Exchange in hexagonal diamond, in seven questions

Two rough, recalled sizes for ordinary cubic diamond make a useful yardstick: its band gap is about 5 eV, and its dielectric constant is about 6. The second number says that the crystal's own electrons weaken a slow, long-range Coulomb force about sixfold. The table below concerns the hexagonal form of diamond, in a calculation that corrects the levels as if this weakening did not exist.

Each row is one electronic state. The three numbers called state k place it in the reciprocal cell, with Γ at (0, 0, 0), and state band tells whether it is the highest filled or the lowest empty level there. The state start level comes from LDA. The state corrected level keeps the LDA orbital but replaces the LDA exchange-correlation energy of the state by Hartree-Fock exchange. Each column of levels has its zero at its own highest filled level.

Levels of hexagonal diamond (C, P6_3/mmc, 4 atoms per cell) from ABINIT 10.8.3: LDA start levels and one-shot Hartree-Fock corrected levels. The runs use HGH LDA pseudopotentials, a plane-wave cutoff of 762 eV and a Γ-centred 7×7×4 k mesh. Each column of levels counts from its own highest filled level.

```
row  state k a (reciprocal cell vector)  state k b (reciprocal cell vector)  state k c (reciprocal cell vector)   state band  state start level (eV)  state corrected level (eV)  state weight z
  1                               0.000                               0.000                               0.000   top filled                   0.000                       0.000         1.00000
  2                               0.000                               0.000                               0.000  first empty                   4.680                      13.113         1.00000
  3                               0.143                               0.000                               0.000   top filled                  -0.804                      -1.075         1.00000
  4                               0.143                               0.000                               0.000  first empty                   4.826                      13.177         1.00000
  5                               0.286                               0.000                               0.000   top filled                  -2.160                      -2.951         1.00000
  6                               0.286                               0.000                               0.000  first empty                   4.536                      12.731         1.00000
  7                               0.429                               0.000                               0.000   top filled                  -2.990                      -4.111         1.00000
  8                               0.429                               0.000                               0.000  first empty                   4.190                      12.313         1.00000
  9                               0.143                               0.143                               0.000   top filled                  -2.434                      -3.244         1.00000
 10                               0.143                               0.143                               0.000  first empty                   5.984                      14.846         1.00000
 11                               0.286                               0.143                               0.000   top filled                  -3.972                      -5.404         1.00000
 12                               0.286                               0.143                               0.000  first empty                   5.364                      13.881         1.00000
 13                               0.429                               0.143                               0.000   top filled                  -4.481                      -6.129         1.00000
 14                               0.429                               0.143                               0.000  first empty                   4.951                      13.310         1.00000
 15                               0.286                               0.286                               0.000   top filled                  -6.263                      -8.330         1.00000
 16                               0.286                               0.286                               0.000  first empty                   3.524                      11.546         1.00000
 17                               0.000                               0.000                               0.250   top filled                  -0.723                      -0.916         1.00000
 18                               0.000                               0.000                               0.250  first empty                   5.466                      14.108         1.00000
 19                               0.143                               0.000                               0.250   top filled                  -1.528                      -2.006         1.00000
 20                               0.143                               0.000                               0.250  first empty                   5.227                      13.678         1.00000
 21                               0.286                               0.000                               0.250   top filled                  -2.878                      -3.881         1.00000
 22                               0.286                               0.000                               0.250  first empty                   4.680                      12.897         1.00000
 23                               0.429                               0.000                               0.250   top filled                  -3.725                      -5.058         1.00000
 24                               0.429                               0.000                               0.250  first empty                   4.515                      12.715         1.00000
 25                               0.143                               0.143                               0.250   top filled                  -2.826                      -3.756         1.00000
 26                               0.143                               0.143                               0.250  first empty                   6.194                      14.822         1.00000
 27                               0.286                               0.143                               0.250   top filled                  -3.720                      -5.019         1.00000
 28                               0.286                               0.143                               0.250  first empty                   6.139                      14.783         1.00000
 29                               0.429                               0.143                               0.250   top filled                  -4.632                      -6.217         1.00000
 30                               0.429                               0.143                               0.250  first empty                   6.039                      14.583         1.00000
 31                               0.286                               0.286                               0.250   top filled                  -4.772                      -6.492         1.00000
 32                               0.286                               0.286                               0.250  first empty                   5.303                      13.745         1.00000
```

1. Where is the gap, and how large is it?

The highest filled level is at Γ (row 1), and the lowest empty one listed is in row 16, at a different k. The gap is therefore indirect, and it is so in both columns. It measures 3.5 eV in LDA and 11.5 eV after the correction. The smallest direct gap, at Γ, grows in a similar way, from 4.7 to 13.1 eV.

2. Why does Hartree-Fock exchange open the gap by so much?

The correction to a state with orbital ψ is, before the zero is reset,

corrected level = LDA level + ⟨ψ|Σx − Vxc|ψ⟩

where Σx is the exchange operator and Vxc the LDA exchange-correlation potential. LDA applies the same local potential to filled and empty states alike. Exchange makes a difference between them, because it acts through the products of ψ with the filled orbitals, point by point in space.

An electron in a filled state is one of those already counted in the charge density, and exchange removes the charge of one electron from its surroundings. For an empty state the corresponding exchange charge adds up to zero, since the state is orthogonal to all filled ones. The filled state thus gains much more energy from exchange than the empty state does, and the gap opens. This is an argument from theory. The table shows only the sum of the effects, because the separate zeros hide how far the valence top itself has moved.

3. Is the corrected gap a prediction of the real one?

It is not, because Hartree-Fock leaves out correlation, and with it screening. When an electron is added to the crystal, the other electrons shift away and lower its energy. When one is removed, they shift towards the hole and make the removal cheaper. Both responses narrow the gap, and without them it comes out far too large, whereas LDA is known to make such gaps too small.

Replacing bare exchange by a screened, energy-dependent self-energy, as in the GW method, would bring the gap down to a value between the two columns. The state weight z would then fall below one. Here it is exactly one in every row because bare exchange doesn't depend on energy, so it says nothing about how strong correlation is. Including more empty bands would not help either, since the exchange sum runs over filled states only.

4. What happens to the filled levels below the top?

They sink further. Row 15, the deepest of those listed, goes from −6.3 to −8.3 eV. For all the listed filled levels below the top, the distance to the valence top is stretched by a factor between 1.267 and 1.375. A deeper level also sinks by more electronvolts, with one small exception in the order, between rows 13 and 29.

The electron gas suggests the reason. Exchange is strongest between states of similar momentum, because the Coulomb interaction is strongest at small momentum transfer. A state deep in the filled sea has such partners on all sides, while a state at its edge has them on one side only, so the deep state gains more. The LDA potential is local and misses most of this difference. Carrying the picture over to a crystal with filled bands is an argument by analogy, but the stretching in the table agrees with it, and wider valence bands are a well-known feature of Hartree-Fock.

5. Could one number replace the whole correction?

A common shortcut, the scissors shift, moves all empty levels up by the same amount and leaves the filled ones alone. It needs one corrected gap as input, and here the direct gap at Γ fixes the shift:

shift = 13.113 − 4.680 = 8.433 eV

Adding it to the LDA level of row 16 predicts the indirect gap:

3.524 + 8.433 = 11.957 eV

The computed value is 11.546 eV, so the estimate is too large by 0.4 eV, or 4 % of the computed gap. Row 16 played no part in fixing the shift.

The shortcut does worse for the direct gap at the k point of rows 15 and 16. There it gives 18.2 eV where the calculation gives 19.9 eV. The main cause is the filled level of row 15, which the shortcut holds still although it sinks by 2.1 eV. A scissors shift is thus a fair guide to the states at the edges of the gap and a poor one to transitions that start deep in the valence band. The output printed after this text gives the remaining comparisons.

6. Does the LDA energy of an empty state decide how far it moves?

Rows 2 and 22 put this to the test, because both start at 4.680 eV. After the correction they lie at 13.1 and 12.9 eV, about 0.2 eV apart. Two states with the same starting energy have received different corrections, so even a shift that varies with the LDA energy would miss this difference.

The formula under question 2 shows how this can happen. The correction is an average over the orbital, and two orbitals of equal energy can differ in shape and in how far they occupy the same regions of space as the filled states. Over all empty levels listed, the rise relative to the valence top runs from 8.0 to 8.9 eV. Which feature of the orbitals sets the order within this range can't be read from energies alone.

7. Which digits can be trusted?

The thousandths of an electronvolt serve for arithmetic within the table and are no measure of accuracy, since the cutoff and the mesh of k points are not converged. The mesh matters twice. The Coulomb interaction diverges at zero momentum transfer, and on a finite mesh this point needs an approximate treatment. Any error made there falls mainly on the filled states and so goes almost directly into the corrected gap. Its size has not been tested here.

The mesh also affects where the gap is found. In this form of carbon the lowest empty level is known to lie at K, the corner of the hexagonal zone at (1/3, 1/3, 0). Row 16 lies six sevenths of the way from Γ to K. The true minimum is therefore probably somewhat lower, and both indirect gaps are probably too large for this reason alone, quite apart from the faults of LDA and Hartree-Fock.

What stands on firmer ground is the broad pattern: an indirect gap, an opening of several electronvolts, and filled levels spread out by roughly a third. A realistic gap needs the screening described under question 3. For a close comparison with experiment the vibrations of the atoms count too, since in cubic diamond they are known to narrow the gap by a few tenths of an electronvolt, and the lattice here is static. To catch the band edge as well, take a mesh centred on Γ whose in-plane divisions are a multiple of three, such as 6 or 9, because only then is K itself among the points. The correction should then be computed for the two states that form the gap, and for deeper states separately wherever they matter.

Numerical output:

```
Indirect gap rows 1 to 16 in LDA, eV: 3.524
Indirect gap rows 1 to 16 with bare exchange, eV: 11.55
Growth of the indirect gap, eV: 8.022
Indirect gap with bare exchange over LDA, ratio: 3.276
Growth of the direct gap at Gamma, eV: 8.433
Direct gap at Gamma with bare exchange over LDA, ratio: 2.802
Direct less indirect gap in LDA, eV: 1.156
Direct less indirect gap with bare exchange, eV: 1.567
Smallest rise of an empty level against the valence top, eV: 8.022
Largest rise of an empty level against the valence top, eV: 8.862
Largest extra sinking of a filled level below the valence top, eV: 2.067
Smallest stretch of a filled level depth, ratio: 1.267
Largest stretch of a filled level depth, ratio: 1.375
Rank correlation of LDA level and shift for filled levels below the top: 0.9964
Smallest opening of a direct gap over the listed k points, eV: 8.433
Largest opening of a direct gap over the listed k points, eV: 10.16
Rigid shift estimate of the indirect gap, eV: 11.96
Rigid shift estimate less computed indirect gap, eV: 0.411
Rigid shift estimate of the direct gap at the k point of row 16, eV: 18.22
Computed direct gap at the k point of row 16 with bare exchange, eV: 19.88
Rigid shift estimate less computed direct gap there, eV: -1.656
Row 2 less row 22 in LDA, eV: 0
Row 2 less row 22 with bare exchange, eV: 0.216
Row 10 less row 26 in LDA, eV: -0.21
Row 10 less row 26 with bare exchange, eV: 0.024
Part of the way from Gamma to K reached by row 16: 0.858
```
